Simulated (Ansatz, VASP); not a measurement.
Ru: VASP beside Ansatz

Contents of INCAR:

```
  PREC = Accurate
  ENCUT = 520
  EDIFF = 1E-6
  ISMEAR = -1
  SIGMA = 0.03
  LREAL = F
  LASPH = T
  NELM = 80
  ALGO = Normal
  ISIF = 2
  LWAVE = F
  LCHARG = F
  GGA = PE
  NBANDS = 21
```

File KPOINTS:

```
regular mesh
0
Gamma
  10 10 10
```

File POSCAR:

```
Ru
1.0
    0.0000000000      2.6724459283      2.7269856412
    2.6724459283      0.0000000000      2.7269856412
    2.6724459283      2.6724459283      0.0000000000
Ru
2
Direct
    0.0000000000      0.0000000000      0.0000000000
    0.2500000000      0.2500000000      0.2500000000
```

Input for Ansatz:

```yaml
crystal:
  lattice:
    - [0.0, 2.6724459283, 2.7269856412]
    - [2.6724459283, 0.0, 2.7269856412]
    - [2.6724459283, 2.6724459283, 0.0]
  atoms:
    - { symbol: Ru, position: [0.0, 0.0, 0.0] }
    - { symbol: Ru, position: [0.25, 0.25, 0.25] }
kpoints:
  mp_grid: { grid: [10, 10, 10] }
scf:
  occupations: { method: fermi_dirac, width: 0.03 }
hamiltonian:
  xc: pbe
  pseudopotentials: { kind: all_electron, lapw: { basis_error: 0.0005 } }
output:
  forces: true
  stress: true
  eigenvalues: true
```

Change from the starting cell: x and y stretched by -2 %, z held.

Alike in both runs: task single point; functional PBE; k mesh 10 × 10 × 10; occupations fermi-dirac, width 0.03 eV; no spin polarisation.

|  | VASP | Ansatz |
| --- | --- | --- |
| version | VASP 6.6.1 | Ansatz 0.2.0 |
| potentials or method | VASP PAW PBE potentials, release 64 (Ru_pv) | all-electron LAPW, scalar-relativistic |
| plane-wave cutoff (eV) | 520 | see its input |

```tsv
	VASP	Ansatz	Ansatz less VASP
pressure (GPa)	7.6	7.3	-0.31
largest component of the traceless stress (GPa)	0.06	0.07	+0.012
```

Ansatz ran all-electron here, so the differences hold the error of VASP's frozen core and of both bases.
